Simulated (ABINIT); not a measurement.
A run of ABINIT 10.8.3 (patched build):

File run.abi:

```
# Pseudopotentials
pp_dirpath "./"
pseudos "Si.GGA_PBE-ansatz.xml, C.GGA_PBE-ansatz.xml"

# Structure
acell 5.8127975593 5.8127975593 9.5393374771
rprim
     1.0000000000     0.0000000000     0.0000000000
    -0.5000000000     0.8660254038     0.0000000000
     0.0000000000     0.0000000000     1.0000000000
ntypat 2
znucl 14 6
natom 4
typat 1 1 2 2
xred
            2/3            1/3            1/2
            1/3            2/3            0.0
            2/3            1/3   0.8850000000
            1/3            2/3   0.3850000000

# Plane-wave basis
ecut 389.122823 eV
pawecutdg 28.6
pawovlp -1

# k points
kptopt 3
ngkpt 8 8 4
nshiftk 1
shiftk 0.0 0.0 0.0
istwfk *1

# Exchange and correlation
ixc -116133

# Bands and occupations
nband 8
occopt 1

# SCF cycle
nstep 80
diemac 6.0
tolvrs 1.0e-11

# Output
iomode 3
prteig 0
prtebands 0
prtwf 0
prtden 0

# Berry phase
berryopt -1
rfdir 1 1 1
```

Potentials or basis: Ansatz PAW PBE default generated set, frozen core.

Launch:

```sh
$ abinit run.abi > log 2>&1
```

Hardware: 1 thread of Arm Neoverse V2, with other jobs on the host.

**Question.** Estimate the wall time of this run.

**Answer.** It took 79 s on 1 thread of Arm Neoverse V2 (shared host), peak memory 0.29 GiB. Counts: scf iterations 10, mpi ranks 1, k points 256, bands 8, plane waves 738.
